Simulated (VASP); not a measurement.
# CuI (F-43m) in VASP: relaxation of cell and atoms with PBE

Aim: the relaxation of cell and atoms of CuI with PBE.

Program: VASP 6.6.1. These are calculated values, not measurements. Logs are shortened: lines on timing, memory, paths and dates and some standing lists are left out, and cuts for length are marked.

## Step 1: The structure

Symmetry: F-43m, No. 216, cubic system. Conventional cell: a = 6.063 Å, b = 6.063 Å, c = 6.063 Å, α = 90.00°, β = 90.00°, γ = 90.00°. Around Cu (site symmetry -43m) lie 4 I at 2.63 Å. I (site symmetry -43m) has 4 Cu at 2.63 Å as nearest neighbours.

## Step 2: Relaxation of cell and atoms, PBE

INCAR reads:

```
SYSTEM = CuI
PREC = Accurate ; ENCUT = 600
EDIFF = 1E-7 ; ISMEAR = 0
SIGMA = 0.02 ; LREAL = .False.
LASPH = .True. ; NELM = 100
ALGO = Normal ; ISIF = 3
LWAVE = .False. ; LCHARG = .False.
GGA = PE ; IBRION = 2
NSW = 80 ; EDIFFG = -0.004
```

KPOINTS reads:

```
regular mesh
0
Gamma
  8 8 8
  0 0 0
```

POSCAR reads:

```
CuI
1.0
    0.0000000000      3.0315000000      3.0315000000
    3.0315000000      0.0000000000      3.0315000000
    3.0315000000      3.0315000000      0.0000000000
Cu I
1 1
Direct
    0.2500000000      0.2500000000      0.2500000000
    0.0000000000      0.0000000000      0.0000000000
```

Potentials or basis: VASP PAW PBE potentials, release 64 (Cu, I).

Launch:

```
> cat potpaw_PBE.64/Cu/POTCAR potpaw_PBE.64/I/POTCAR > POTCAR
> mpirun -np 1 vasp_std > vasp.out
```

OUTCAR:

```text
SYSTEM = CuI
   PREC = Accurate
   ENCUT = 600
   EDIFF = 1E-7
   ISMEAR = 0
   LREAL = .False.
   LASPH = .True.
   NELM = 100
   ISIF = 3
   GGA = PE
   IBRION = 2
   NSW = 80
   EDIFFG = -0.004

 ion  position               nearest neighbor table
   1  0.250  0.250  0.250-   2 2.63   2 2.63   2 2.63   2 2.63
   2  0.000  0.000  0.000-   1 2.63   1 2.63   1 2.63   1 2.63

  LATTYP: Found a face centered cubic cell.
 ALAT       =     6.0630000000

  Lattice vectors:

 A1 = (   0.0000000000,   3.0315000000,   3.0315000000)
 A2 = (   3.0315000000,   0.0000000000,   3.0315000000)
 A3 = (   3.0315000000,   3.0315000000,   0.0000000000)

Analysis of symmetry for initial positions (statically):
=====================================================================
 Subroutine PRICEL returns:
 Original cell was already a primitive cell.

 Routine SETGRP: Setting up the symmetry group for a
 face centered cubic supercell.

 Subroutine GETGRP returns: Found 24 space group operations
 (whereof 24 operations were pure point group operations)
 out of a pool of 48 trial point group operations.

The static configuration has the point symmetry T_d .

Analysis of symmetry for dynamics (positions and initial velocities):
=====================================================================
 Subroutine PRICEL returns:
 Original cell was already a primitive cell.

 Routine SETGRP: Setting up the symmetry group for a
 face centered cubic supercell.

 Subroutine GETGRP returns: Found 24 space group operations
 (whereof 24 operations were pure point group operations)
 out of a pool of 48 trial point group operations.

The dynamic configuration has the point symmetry T_d .

 Subroutine INISYM returns: Found 24 space group operations
 (whereof 24 operations are pure point group operations),
 and found     1 'primitive' translations

----------------------------------------------------------------------------------------

                                     Primitive cell

  volume of cell :      55.7189

  direct lattice vectors                    reciprocal lattice vectors
     0.000000000  3.031500000  3.031500000    -0.164934851  0.164934851  0.164934851
     3.031500000  0.000000000  3.031500000     0.164934851 -0.164934851  0.164934851
     3.031500000  3.031500000  0.000000000     0.164934851  0.164934851 -0.164934851

  length of vectors
     4.287188414  4.287188414  4.287188414     0.285675541  0.285675541  0.285675541

  position of ions in fractional coordinates (direct lattice)
     0.250000000  0.250000000  0.250000000
     0.000000000  0.000000000  0.000000000

  ion indices of the primitive-cell ions
   primitive index   ion index
                 1           1
                 2           2

----------------------------------------------------------------------------------------

 KPOINTS: regular mesh

Automatic generation of k-mesh.
 Grid dimensions read from file:
 generate k-points for:    8    8    8

 Generating k-lattice:

  Cartesian coordinates                     Fractional coordinates (reciprocal lattice)
    -0.020616856  0.020616856  0.020616856     0.125000000  0.000000000  0.000000000
     0.020616856 -0.020616856  0.020616856     0.000000000  0.125000000  0.000000000
     0.020616856  0.020616856 -0.020616856     0.000000000  0.000000000  0.125000000

[... 58 lines left out ...]
   EDIFFG = -.4E-02   stopping-criterion for IOM
   NSW    =     80    number of steps for IOM
   IBRION =      2    ionic relax: 0-MD 1-quasi-New 2-CG
   NFREE  =      1    steps in history (QN), initial steepest desc. (CG)
   ISIF   =      3    stress and relaxation
   ISYM   =      2    0-nonsym 1-usesym 2-fastsym
   POTIM  = 0.5000    time-step for ionic-motion
   TEBEG  =    0.0;   TEEND  =   0.0 temperature during run
   PSTRESS=    0.0 pullay stress
   NELECT =      18.0000    total number of electrons
   NUPDOWN=      -1.0000    fix difference up-down
   EMIN   =  10.00;   EMAX   =-10.00  energy-range for DOS
   EFERMI =   0.00;   METHOD = LEGACY
   ISMEAR =     0;   SIGMA  =   0.02  broadening in eV -4-tet -1-fermi 0-gaus
   EFERMI_NEDOS =   21; number of points for ismear=-14 and -15
   IALGO  =     38    algorithm
   IMIX   =      4    mixing-type and parameters
     AMIX     =   0.40;   BMIX     =  1.00
     AMIX_MAG =   1.60;   BMIX_MAG =  1.00
  volume/ion in A,a.u.               =      27.86       188.00
  Fermi-wavevector in a.u.,A,eV,Ry     =   1.123306  2.122741 17.168055  1.261816
  Thomas-Fermi vector in A             =   2.259971
   LORBIT       =      0    0 simple, 1 ext, 2 COOP (PROOUT), +10 PAW based schemes
   GGA     = PE    functional components
   LHFCALC =     F    Hartree Fock is set to
   AEXX    =    0.0000 exact exchange contribution
   IVDW    =     0    specifies the selected vdW correction
   LEPSILON=     F    determine dielectric tensor
   LRPA    =     F    only Hartree local field effects (RPA)
 conjugate gradient relaxation of ions
 non-spin polarized calculation
 Gauss-broadening in eV      SIGMA  =   0.02
  energy-cutoff  :      600.00
  volume of cell :       55.72
 maximum number of plane-waves:      1880
 NGX is ok and might be reduce to    36
   NGX = 17   NGY = 17   NGZ = 17

--------------------------------------- Ionic step        1  -------------------------------------------

 number of electron      18.0000006 magnetization

 Free energy of the ion-electron system (eV)
  ---------------------------------------------------
  ext. energy  EPLUGINS =         0.00000000
  ---------------------------------------------------
  free energy    TOTEN  =        -5.56198851 eV

  energy without entropy =       -5.56198851  energy(sigma->0) =       -5.56198851

------------------------ aborting loop because EDIFF is reached ----------------------------------------

  FORCE on cell =-STRESS in cart. coord.  units (eV):
  Direction    XX          YY          ZZ          XY          YZ          ZX
  --------------------------------------------------------------------------------------
  -------------------------------------------------------------------------------------
  Total        0.1265307      0.1265307      0.1265307      0.0000000      0.0000000      0.0000000
  in kB        3.6383433      3.6383433      3.6383433      0.0000000      0.0000000      0.0000000
  external PRESSURE =       3.6383433 kB  Pullay stress =       0.0000000 kB

 VOLUME and BASIS-vectors are now :
 -----------------------------------------------------------------------------
  energy-cutoff  :      600.00
  volume of cell :       55.72
      direct lattice vectors                 reciprocal lattice vectors
     0.000000000  3.031500000  3.031500000    -0.164934851  0.164934851  0.164934851
     3.031500000  0.000000000  3.031500000     0.164934851 -0.164934851  0.164934851
     3.031500000  3.031500000  0.000000000     0.164934851  0.164934851 -0.164934851

 POSITION                                       TOTAL-FORCE (eV/Angst)
 -----------------------------------------------------------------------------------
      1.51575      1.51575      1.51575         0.000000      0.000000      0.000000
      0.00000      0.00000      0.00000        -0.000000     -0.000000     -0.000000
 -----------------------------------------------------------------------------------
    total drift:                                0.000001      0.000001      0.000001

  FREE ENERGIE OF THE ION-ELECTRON SYSTEM (eV)
  ---------------------------------------------------
  free  energy   TOTEN  =        -5.5619885073 eV

  energy  without entropy=       -5.5619885073  energy(sigma->0) =       -5.56198851

--------------------------------------- Ionic step        2  -------------------------------------------

 number of electron      18.0000009 magnetization

 Free energy of the ion-electron system (eV)
  ---------------------------------------------------
  ext. energy  EPLUGINS =         0.00000000
  ---------------------------------------------------
  free energy    TOTEN  =        -5.56256763 eV

  energy without entropy =       -5.56256763  energy(sigma->0) =       -5.56256763

 E-fermi :   4.4732     XC(G=0):  -8.8946

 val. band max:        4.3320655870   @ k =   0.0000   0.0000   0.0000
 cond. band min:       5.4517207302   @ k =   0.0000   0.0000   0.0000
 fundamental gap:      1.1196551431
 Fermi energy:         4.4732154145

 k-point     1 :       0.0000    0.0000    0.0000
  band No.  band energies     occupation
      1      -9.6304      2.00000
      2       0.7343      2.00000
      3       0.7343      2.00000
      4       0.7343      2.00000
      5       2.5184      2.00000
      6       2.5184      2.00000
      7       4.3321      2.00000
      8       4.3321      2.00000
      9       4.3321      2.00000
     10       5.4517      0.00000
     11       9.2135      0.00000
     12       9.2135      0.00000
     13       9.2135      0.00000
[... 354 lines left out ...]
  band No.  band energies     occupation
      1      -9.0016      2.00000
      2      -0.9371      2.00000
      3       0.1985      2.00000
      4       0.7047      2.00000
      5       2.4559      2.00000
      6       2.5296      2.00000
      7       2.6426      2.00000
      8       3.0584      2.00000
      9       3.3520      2.00000
     10       7.8038      0.00000
     11       9.0166      0.00000
     12      10.5256      0.00000
     13      11.7088      0.00000

 [... further k-points ...]
[... 5 lines left out ...]
  --------------------------------------------------------------------------------------
  -------------------------------------------------------------------------------------
  Total        0.0024499      0.0024499      0.0024499      0.0000000      0.0000000      0.0000000
  in kB        0.0698049      0.0698049      0.0698049      0.0000000      0.0000000      0.0000000
  external PRESSURE =       0.0698049 kB  Pullay stress =       0.0000000 kB

 VOLUME and BASIS-vectors are now :
 -----------------------------------------------------------------------------
  energy-cutoff  :      600.00
  volume of cell :       56.23
      direct lattice vectors                 reciprocal lattice vectors
    -0.000000000  3.040752404  3.040752404    -0.164432987  0.164432987  0.164432987
     3.040752404 -0.000000000  3.040752404     0.164432987 -0.164432987  0.164432987
     3.040752404  3.040752404 -0.000000000     0.164432987  0.164432987 -0.164432987

 POSITION                                       TOTAL-FORCE (eV/Angst)
 -----------------------------------------------------------------------------------
      1.52038      1.52038      1.52038         0.000000      0.000000      0.000000
      6.08150      6.08150      6.08150        -0.000000     -0.000000     -0.000000
 -----------------------------------------------------------------------------------
    total drift:                                0.000001      0.000001      0.000001

  FREE ENERGIE OF THE ION-ELECTRON SYSTEM (eV)
  ---------------------------------------------------
  free  energy   TOTEN  =        -5.5625676294 eV

  energy  without entropy=       -5.5625676294  energy(sigma->0) =       -5.56256763

 reached required accuracy - stopping structural energy minimisation
```

It took 24 s on 1 thread of Intel Xeon 6975P-C (Granite Rapids), shared host; peak memory 0.22 GiB.

What came out:

```
Free energy                            : -5.5626 eV
Relaxed volume                         : 28.12 Å³/atom
Relaxed cell                           : a = 4.300 Å, b = 4.300 Å, c = 4.300 Å, α = 60.00°, β = 60.00°, γ = 60.00°
Space group after relaxing (to 0.05 Å) : F-43m (No. 216)
Energy gained by relaxing              : 0.3 meV/atom
Ionic steps                            : 2
Pressure after relaxing                : 0.0 GPa
Band gap on the k mesh                 : 1.12 eV, direct
```

The path:
| step | energy change (eV) | largest force (eV/Å) | pressure (GPa) | volume (Å³) |
| --- | --- | --- | --- | --- |
| 1 | 0.0000 | 0.0000 | 0.36 | 55.72 |
| 2 | -0.0006 | 0.0000 | 0.01 | 56.23 |

Final structure:
```xyz
2
Lattice="0.0000 3.0408 3.0408 3.0408 0.0000 3.0408 3.0408 3.0408 0.0000" Properties=species:S:1:pos:R:3 pbc="T T T"
Cu    1.5204    1.5204    1.5204
I     6.0815    6.0815    6.0815
```

Caveat: spin-orbit coupling is left out, which moves the levels of the heavy elements.
